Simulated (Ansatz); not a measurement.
# WS2: the cost of one run

Computed with Ansatz 0.2.0 (DFT r²SCAN+U (U_eff = 4 eV on W d), plane waves, PAW, no spin–orbit coupling unless a run says so, unless a step's input says otherwise).

**1. The starting structure**

It takes space group R3m (No. 160, trigonal). The conventional cell has a = 3.158 Å, b = 3.158 Å, c = 18.490 Å, α = 90.00°, β = 90.00°, γ = 120.00°. Around W (site symmetry 3m) lie 6 S at 2.39 to 2.42 Å. Around S (site symmetry 3m) lie 3 W at 2.39 Å. S (site symmetry 3m) is surrounded by 3 W at 2.42 Å.

Structure file:

```cif
data_structure
_symmetry_space_group_name_H-M 'P 1'
_symmetry_Int_Tables_number 1
_cell_length_a 6.4274
_cell_length_b 6.4274
_cell_length_c 12.8547
_cell_angle_alpha 28.443
_cell_angle_beta 28.443
_cell_angle_gamma 28.443
_cell_volume 106.46
loop_
_atom_site_label
_atom_site_type_symbol
_atom_site_fract_x
_atom_site_fract_y
_atom_site_fract_z
_atom_site_occupancy
W1 W 0.00000 0.00000 0.00000 1
S1 S 0.75030 0.75030 0.37515 1
S2 S 0.58100 0.58100 0.29050 1
W2 W 0.00000 0.00000 0.50000 1
S3 S 0.75030 0.75030 0.87515 1
S4 S 0.58100 0.58100 0.79050 1
```

Magnetic order typed: antiferromagnetic, doubled cell 0 0 1/2.

**2. From atoms, symmetry kept, no search**

Input file input.yaml:

```yaml
crystal:
  lattice:
    - [1.57900017, 0.91163617, 6.16332915]
    - [-1.57900017, 0.91163617, 6.16332915]
    - [0.0, -3.64654468, 12.3266583]
  atoms:
    - { symbol: W, position: [0.0, 0.0, 0.0], spin: 2.0 }
    - { symbol: S, position: [0.7503, 0.7503, 0.37515] }
    - { symbol: S, position: [0.581, 0.581, 0.2905] }
    - { symbol: W, position: [0.0, 0.0, 0.5], spin: -2.0 }
    - { symbol: S, position: [0.7503, 0.7503, 0.87515] }
    - { symbol: S, position: [0.581, 0.581, 0.7905] }
basis:
  ecutwfc: 500
  ecutrho_ratio: 4
kpoints:
  mp_grid: { grid: [7, 7, 4] }
hamiltonian:
  xc: r2scan
  hubbard:
    sites: [{ site: 0, l: d, u_eff: 4.0 }, { site: 3, l: d, u_eff: 4.0 }]
scf:
  occupations: { method: gaussian, width: 0.05 }
  lower_state_search: "off"
  max_iter: 150
output:
  forces: true
  stress: true
  eigenvalues: true
  populations: true
  hubbard: { sites: [{ site: 0, l: d }, { site: 3, l: d }] }
magnetization:
  spin_polarized: true
```

Started as:

```sh
$ ansatz run input.yaml --threads 8 --pin off --max-ram 12288MiB --backend cpu --events-out ev --progress --plain --runs-dir out
```

**Question.** How long does this run take on 8 threads of Arm Neoverse V2, shared host, and how much memory does it need?

About 28 s, with a peak of 0.97 GiB.
